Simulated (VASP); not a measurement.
A run of VASP 6.6.1:

Contents of INCAR:

```
SYSTEM = MgF2
PREC = Accurate ; ENCUT = 520
EDIFF = 1E-7 ; ISMEAR = 0
SIGMA = 0.02 ; LREAL = .False.
LASPH = .True. ; NELM = 80
ALGO = Normal ; ISIF = 2
LWAVE = .False. ; LCHARG = .False.
METAGGA = R2SCAN ; LMIXTAU = .True.
NBANDS = 25
```

File KPOINTS:

```
regular mesh
0
Gamma
  6 6 8
  0 0 0
```

The input POSCAR:

```
MgF2
1.0
    4.6190100000      0.0000000000      0.0000000000
    0.0000000000      4.6267800000      0.0000000000
    0.0000000000      0.0000000000      3.0516200000
Mg F
2 4
Direct
    0.5000000000      0.5000000000      0.5000000000
    0.0000000000      0.0000000000      0.0000000000
    0.8030000000      0.1967300000      0.5000000000
    0.1970000000      0.8032700000      0.5000000000
    0.3030000000      0.3032700000      0.0000000000
    0.6970000000      0.6967300000      0.0000000000
```

The input KPOINTS_OPT:

```
path GXSYGZURTZ,YT,UX,SR
20
line-mode
reciprocal
 0.0000000000  0.0000000000  0.0000000000  G
 0.0000000000  0.0000000000  0.5000000000  X

 0.0000000000  0.0000000000  0.5000000000  X
 0.5000000000  0.0000000000  0.5000000000  S

 0.5000000000  0.0000000000  0.5000000000  S
 0.5000000000  0.0000000000  0.0000000000  Y

 0.5000000000  0.0000000000  0.0000000000  Y
 0.0000000000  0.0000000000  0.0000000000  G

 0.0000000000  0.0000000000  0.0000000000  G
 0.0000000000  0.5000000000  0.0000000000  Z

 0.0000000000  0.5000000000  0.0000000000  Z
 0.0000000000  0.5000000000  0.5000000000  U

 0.0000000000  0.5000000000  0.5000000000  U
 0.5000000000  0.5000000000  0.5000000000  R

 0.5000000000  0.5000000000  0.5000000000  R
 0.5000000000  0.5000000000  0.0000000000  T

 0.5000000000  0.5000000000  0.0000000000  T
 0.0000000000  0.5000000000  0.0000000000  Z

 0.5000000000  0.0000000000  0.0000000000  Y
 0.5000000000  0.5000000000  0.0000000000  T

 0.0000000000  0.5000000000  0.5000000000  U
 0.0000000000  0.0000000000  0.5000000000  X

 0.5000000000  0.0000000000  0.5000000000  S
 0.5000000000  0.5000000000  0.5000000000  R
```

Potentials or basis: VASP PAW PBE potentials, release 64 (Mg, F).

The run is started by

```sh
$ cat potpaw_PBE.64/Mg/POTCAR potpaw_PBE.64/F/POTCAR > POTCAR
$ mpirun -np 1 vasp_std > vasp.out
```

Hardware: 1 thread of Intel(R) Xeon(R) Platinum 8488C (Sapphire Rapids), with other jobs on the host.

Task: Estimate the wall time of this run.

Result: Run time: 10 min on 1 thread of Intel(R) Xeon(R) Platinum 8488C (Sapphire Rapids), with other jobs on the host, peak memory 0.29 GiB. Counts: scf iterations 49, k points 80.
